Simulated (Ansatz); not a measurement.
WSe4 and its competing phases

These are results of DFT PBE, scalar-relativistic, plane waves, PAW (Ansatz), not measurements. All cells share a 420 eV cutoff and Γ-centred k meshes spaced at most about 0.3 Å⁻¹ (about 0.25 or finer for metals, 2π included). No spin polarisation.

Formation energies are uncorrected and refer to the elements' standard structures at the same level.

Temperature and zero-point effects are left out. No dispersion correction is applied, so the spacing and binding between layers, chains or molecules are poorly described (WSe4 P-43m, WSe2 P6_3/mmc). These runs have no spin–orbit coupling, which can matter for W. The reference form of Se is held partly by dispersion forces, which this level lacks.

The competitors are the elements and 3 reference phases of this chemical system (from databases or known types: WSe, WSe2, WSe3), relaxed at the same level; other known phases may be missing.

The candidate was reached from: SnI4 type (P-43m).

Space group P-43m (No. 215). a = 5.460 Å, b = 5.460 Å, c = 5.460 Å, α = 90.00°, β = 90.00°, γ = 90.00°
```csv
atom,site,symmetry,x,y,z
W,1a,-43m,0.0000,0.0000,0.0000
Se,4e,.3m,0.2451,0.2451,0.2451
```

The lowest competing mixture at this composition:

```
phase         space group   source  share of atoms  ΔE_f (eV/atom)
   Se                   -  element          0.4000           0.000
 WSe2  P6_3/mmc (No. 194)      COD          0.6000          -0.561
```

Task: What are the hull's energy here, the candidate's formation energy and its margin?

Result: The hull lies at -0.337 eV/atom, the weighted sum of the last column. The candidate has 0.153 eV/atom, which is 0.49 eV/atom above it. The candidate matches no cell in the subsets of the Crystallography Open Database and the Materials Project at hand. A phase this far over the hull is unlikely to be made.
